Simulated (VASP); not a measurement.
# Pt (I4/mmm) in VASP: notebook

The runs below take Pt through single point, with PBE.

Program: VASP 6.6.1. These are calculated values, not measurements. Logs are shortened: lines on timing, memory, paths and dates and some standing lists are left out, and cuts for length are marked.

## Step 1: The cell of the first run

Symmetry: I4/mmm, No. 139, tetragonal system. Conventional cell: a = 2.667 Å, b = 2.667 Å, c = 4.169 Å, α = 90.00°, β = 90.00°, γ = 90.00°. Pt (site symmetry 4/mmm) has 12 Pt at 2.67 to 2.81 Å as nearest neighbours.

This isn't the form of Pt at room conditions, which is fcc.

## Step 2: Single point, PBE (strain -0.050 along x and y, +0.050 along z, atoms carried along)

Contents of INCAR:

```
PREC     = Accurate       # precision mode
ENCUT    = 520            # plane-wave cutoff, eV
EDIFF    = 1E-6           # SCF threshold, eV
ISMEAR   = 0              # smearing method
SIGMA    = 0.15           # smearing width, eV
LREAL    = False          # projectors in reciprocal space
LASPH    = True           # aspherical terms in the spheres
NELM     = 100            # most SCF steps
ALGO     = Fast           # electronic algorithm
ISIF     = 2              # what is computed and relaxed
LWAVE    = False          # write WAVECAR
LCHARG   = False          # write CHGCAR
GGA      = PE             # functional
NBANDS   = 11             # bands
```

Contents of KPOINTS:

```
Automatic mesh
0
Gamma
  26 26 26
```

Contents of POSCAR:

```
Pt
1.0
    0.0000000000      1.8858023013      2.0843078067
    1.8858023013      0.0000000000      2.0843078067
    1.8858023013      1.8858023013      0.0000000000
Pt
1
Direct
    0.0000000000      0.0000000000      0.0000000000
```

Potentials or basis: VASP PAW PBE potentials, release 64 (Pt).

The run is started by

```
cat potpaw_PBE.64/Pt/POTCAR > POTCAR
mpirun -np 1 vasp_std > vasp.out
```

OUTCAR:

```text
PREC = Accurate
   ENCUT = 520
   EDIFF = 1E-6
   ISMEAR = 0
   LREAL = False
   LASPH = True
   NELM = 100
   ISIF = 2
   GGA = PE

 ion  position               nearest neighbor table
   1  0.000  0.000  0.000-

  LATTYP: Found a body centered tetragonal cell.
 ALAT       =     2.6669271905
 C/A-ratio  =     1.5630781479

  Lattice vectors:

 A1 = (  -1.8858023013,   0.0000000000,   2.0843078067)
 A2 = (   1.8858023013,   0.0000000000,   2.0843078067)
 A3 = (   0.0000000000,   1.8858023013,  -2.0843078067)

Analysis of symmetry for initial positions (statically):
=====================================================================
 Subroutine PRICEL returns:
 Original cell was already a primitive cell.

 Routine SETGRP: Setting up the symmetry group for a
 body centered tetragonal supercell.

 Subroutine GETGRP returns: Found 16 space group operations
 (whereof 16 operations were pure point group operations)
 out of a pool of 16 trial point group operations.

The static configuration has the point symmetry D_4h.

Analysis of symmetry for dynamics (positions and initial velocities):
=====================================================================
 Subroutine PRICEL returns:
 Original cell was already a primitive cell.

 Routine SETGRP: Setting up the symmetry group for a
 body centered tetragonal supercell.

 Subroutine GETGRP returns: Found 16 space group operations
 (whereof 16 operations were pure point group operations)
 out of a pool of 16 trial point group operations.

The dynamic configuration has the point symmetry D_4h.

 Subroutine INISYM returns: Found 16 space group operations
 (whereof 16 operations are pure point group operations),
 and found     1 'primitive' translations

----------------------------------------------------------------------------------------

                                     Primitive cell

  volume of cell :      14.8246

  direct lattice vectors                    reciprocal lattice vectors
     0.000000000  1.885802301  2.084307807    -0.265139140  0.265139140  0.239887793
     1.885802301  0.000000000  2.084307807     0.265139140 -0.265139140  0.239887793
     1.885802301  1.885802301  0.000000000     0.265139140  0.265139140 -0.239887793

  length of vectors
     2.810798704  2.810798704  2.666927190     0.445133329  0.445133329  0.445133329

  position of ions in fractional coordinates (direct lattice)
     0.000000000  0.000000000  0.000000000

  ion indices of the primitive-cell ions
   primitive index   ion index
                 1           1

----------------------------------------------------------------------------------------

 KPOINTS: Automatic mesh

Automatic generation of k-mesh.
 Grid dimensions read from file:
 generate k-points for:   26   26   26

 Generating k-lattice:

  Cartesian coordinates                     Fractional coordinates (reciprocal lattice)
    -0.010197659  0.010197659  0.009226454     0.038461538 -0.000000000  0.000000000
     0.010197659 -0.010197659  0.009226454    -0.000000000  0.038461538  0.000000000
     0.010197659  0.010197659 -0.009226454     0.000000000  0.000000000  0.038461538

  Length of vectors
     0.017120513  0.017120513  0.017120513

  Shift w.r.t. Gamma in fractional coordinates (k-lattice)
     0.000000000  0.000000000  0.000000000

 Subroutine IBZKPT returns following result:
 ===========================================

 Found   1330 irreducible k-points:

 Following reciprocal coordinates:
            Coordinates               Weight
  0.000000  0.000000  0.000000      1.000000
  0.038462 -0.000000  0.000000      8.000000
  0.076923 -0.000000  0.000000      8.000000
  0.115385  0.000000  0.000000      8.000000
  0.153846  0.000000  0.000000      8.000000
  0.192308  0.000000  0.000000      8.000000
[... 16 lines left out ...]
  0.346154  0.038462  0.000000      8.000000
  0.384615  0.038462  0.000000      8.000000
 [... further k-points ...]
   k-points           NKPTS =   1330   k-points in BZ     NKDIM =   1330   number of bands    NBANDS=     11
   number of dos      NEDOS =    301   number of ions     NIONS =      1
   total plane-waves  NPLWV =  11520
   dimension x,y,z NGX =    24 NGY =   24 NGZ =   20
   dimension x,y,z NGXF=    48 NGYF=   48 NGZF=   40
   ions per type =               1
   NGX,Y,Z   is equivalent  to a cutoff of  14.19, 14.19, 12.47 a.u.
   NGXF,Y,Z  is equivalent  to a cutoff of  28.39, 28.39, 24.93 a.u.
 SYSTEM =  unknown system
   PREC   = accura    normal or accurate (medium, high low for compatibility)
   ISTART =      0    job   : 0-new  1-cont  2-samecut
   ICHARG =      2    charge: 1-file 2-atom 10-const
   ISPIN  =      1    spin polarized calculation?
   LNONCOLLINEAR =      F non collinear calculations
   LSORBIT =      F    spin-orbit coupling
   LASPH  =      T    aspherical Exc in radial PAW
   ENCUT  =  520.0 eV  38.22 Ry    6.18 a.u.   5.23  5.23  4.96*2*pi/ulx,y,z
   NELM   =    100;   NELMIN=  2; NELMDL= -5     # of ELM steps
   EDIFF  = 0.1E-05   stopping-criterion for ELM
   LREAL  =      F    real-space projection
   EDIFFG = 0.1E-04   stopping-criterion for IOM
   NSW    =      0    number of steps for IOM
   IBRION =     -1    ionic relax: 0-MD 1-quasi-New 2-CG
   NFREE  =      0    steps in history (QN), initial steepest desc. (CG)
   ISIF   =      2    stress and relaxation
   ISYM   =      2    0-nonsym 1-usesym 2-fastsym
   POTIM  = 0.5000    time-step for ionic-motion
   TEBEG  =    0.0;   TEEND  =   0.0 temperature during run
   PSTRESS=    0.0 pullay stress
   NELECT =      10.0000    total number of electrons
   NUPDOWN=      -1.0000    fix difference up-down
   EMIN   =  10.00;   EMAX   =-10.00  energy-range for DOS
   EFERMI =   0.00;   METHOD = LEGACY
   ISMEAR =     0;   SIGMA  =   0.15  broadening in eV -4-tet -1-fermi 0-gaus
   EFERMI_NEDOS =   21; number of points for ismear=-14 and -15
   IALGO  =     68    algorithm
   IMIX   =      4    mixing-type and parameters
     AMIX     =   0.40;   BMIX     =  1.00
     AMIX_MAG =   1.60;   BMIX_MAG =  1.00
  volume/ion in A,a.u.               =      14.82       100.04
  Fermi-wavevector in a.u.,A,eV,Ry     =   1.435754  2.713182 28.046917  2.061390
  Thomas-Fermi vector in A             =   2.555018
   LORBIT       =      0    0 simple, 1 ext, 2 COOP (PROOUT), +10 PAW based schemes
   GGA     = PE    functional components
   LHFCALC =     F    Hartree Fock is set to
   AEXX    =    0.0000 exact exchange contribution
   IVDW    =     0    specifies the selected vdW correction
   LEPSILON=     F    determine dielectric tensor
   LRPA    =     F    only Hartree local field effects (RPA)
 non-spin polarized calculation
 RMM-DIIS sequential band-by-band and
 Gauss-broadening in eV      SIGMA  =   0.15
  energy-cutoff  :      520.00
  volume of cell :       14.82
 maximum number of plane-waves:       410
 NGX is ok and might be reduce to    24
   NGX = 11   NGY = 11   NGZ =  9

 number of electron      10.0000000 magnetization

 Free energy of the ion-electron system (eV)
  ---------------------------------------------------
  ext. energy  EPLUGINS =         0.00000000
  ---------------------------------------------------
  free energy    TOTEN  =        -6.03161050 eV

  energy without entropy =       -6.01179447  energy(sigma->0) =       -6.02170248

 E-fermi :  11.5573     XC(G=0): -13.5898

 val. band max:       11.5567057143   @ k =   0.3846   0.3077   0.0000
 cond. band min:      11.5579491900   @ k =  -0.3846   0.1154   0.3077
 fundamental gap:      0.0012434757
 Fermi energy:        11.5573426037

 k-point     1 :       0.0000    0.0000    0.0000
  band No.  band energies     occupation
      1       1.1917      2.00000
      2       6.9083      2.00000
      3       8.1876      2.00000
      4       8.1876      2.00000
      5       9.1219      2.00000
      6      10.6160      2.00000
      7      26.3562      0.00000
      8      29.6065      0.00000
      9      32.1369      0.00000
     10      32.1369      0.00000
     11      36.8837      0.00000

 k-point     2 :       0.0385   -0.0000    0.0000
  band No.  band energies     occupation
      1       1.2530      2.00000
      2       6.9249      2.00000
      3       8.1652      2.00000
      4       8.2116      2.00000
      5       9.1183      2.00000
      6      10.5921      2.00000
      7      26.4522      0.00000
      8      29.6201      0.00000
      9      31.8431      0.00000
     10      32.2360      0.00000
     11      37.2932      0.00000

 k-point     3 :       0.0769   -0.0000    0.0000
  band No.  band energies     occupation
      1       1.4341      2.00000
      2       6.9689      2.00000
      3       8.1014      2.00000
      4       8.2808      2.00000
      5       9.1168      2.00000
      6      10.5249      2.00000
      7      26.7268      0.00000
      8      29.5260      0.00000
      9      31.3387      0.00000
     10      32.5283      0.00000
     11      38.1379      0.00000

 k-point     4 :       0.1154    0.0000    0.0000
  band No.  band energies     occupation
      1       1.7267      2.00000
      2       7.0251      2.00000
      3       8.0055      2.00000
      4       8.3859      2.00000
      5       9.1444      2.00000
      6      10.4293      2.00000
      7      27.1368      0.00000
      8      28.9728      0.00000
      9      31.2720      0.00000
     10      32.9976      0.00000
     11      37.8900      0.00000

 k-point     5 :       0.1538    0.0000    0.0000
  band No.  band energies     occupation
      1       2.1146      2.00000
      2       7.0777      2.00000
      3       7.8905      2.00000
      4       8.5084      2.00000
      5       9.2358      2.00000
      6      10.3303      2.00000
      7      27.5980      0.00000
      8      28.0268      0.00000
      9      31.6883      0.00000
     10      33.6142      0.00000
     11      36.5407      0.00000
[... 211 lines left out ...]
 k-point    21 :       0.2692    0.0385    0.0000
  band No.  band energies     occupation
      1       3.3527      2.00000
      2       7.1471      2.00000
      3       7.6226      2.00000
      4       8.7248      2.00000
      5       9.8234      2.00000
      6      10.5407      2.00000
      7      25.0408      0.00000
      8      27.9353      0.00000
      9      33.5392      0.00000
     10      34.0231      0.00000
     11      34.6723      0.00000

 k-point    22 :       0.3077    0.0385    0.0000
  band No.  band energies     occupation
      1       3.7277      2.00000
      2       7.3561      2.00000
      3       7.6042      2.00000
      4       8.6745      2.00000
      5      10.2269      2.00000
      6      10.6949      2.00000
      7      23.6703      0.00000
      8      27.4348      0.00000
      9      33.5474      0.00000
     10      33.7460      0.00000
     11      35.3736      0.00000

 k-point    23 :       0.3462    0.0385    0.0000
  band No.  band energies     occupation
      1       3.9731      2.00000
      2       7.2789      2.00000
      3       8.1037      2.00000
      4       8.5829      2.00000
      5      10.6637      2.00000
      6      10.8932      2.00000
      7      22.2318      0.00000
      8      26.8550      0.00000
      9      32.9414      0.00000
     10      33.1636      0.00000
     11      36.2791      0.00000

 k-point    24 :       0.3846    0.0385    0.0000
  band No.  band energies     occupation
      1       4.0978      2.00000
      2       7.1785      2.00000
      3       8.4783      2.00000
      4       8.8287      2.00000
      5      11.0951      1.99999
      6      11.1057      1.99998
      7      20.7958      0.00000
      8      26.3335      0.00000
      9      32.0341      0.00000
     10      32.5508      0.00000
     11      37.2311      0.00000

 [... further k-points ...]
[... 5 lines left out ...]
  --------------------------------------------------------------------------------------
  -------------------------------------------------------------------------------------
  Total        1.9610957      1.9610957      0.6399429      0.0000000      0.0000000     -0.0000000
  in kB      211.9459823    211.9459823     69.1620098      0.0000000      0.0000000     -0.0000000
  external PRESSURE =     164.3513248 kB  Pullay stress =       0.0000000 kB

 VOLUME and BASIS-vectors are now :
 -----------------------------------------------------------------------------
  energy-cutoff  :      520.00
  volume of cell :       14.82
      direct lattice vectors                 reciprocal lattice vectors
     0.000000000  1.885802301  2.084307807    -0.265139140  0.265139140  0.239887793
     1.885802301  0.000000000  2.084307807     0.265139140 -0.265139140  0.239887793
     1.885802301  1.885802301  0.000000000     0.265139140  0.265139140 -0.239887793

 POSITION                                       TOTAL-FORCE (eV/Angst)
 -----------------------------------------------------------------------------------
      0.00000      0.00000      0.00000         0.000000      0.000000      0.000000
 -----------------------------------------------------------------------------------
    total drift:                                0.000000      0.000000     -0.000000

  FREE ENERGIE OF THE ION-ELECTRON SYSTEM (eV)
  ---------------------------------------------------
  free  energy   TOTEN  =        -6.0316104955 eV

  energy  without entropy=       -6.0117944728  energy(sigma->0) =       -6.02170248
```

It took 2.4 min on 1 thread of Intel Xeon Platinum 8375C at 2.90GHz (Ice Lake), shared host; peak memory 0.32 GiB.

Results:

- Free energy: -6.0316 eV
- Pressure: 16.4 GPa
- Band gap on the k mesh: none (metal or under the smearing width)

Caveat: so large a pressure means that the cell lies far from this level's equilibrium, or that cutoff or potentials fall short. The run has no spin-orbit coupling, so splittings on Pt are missing.

(Part 1 of 2 ends here.)
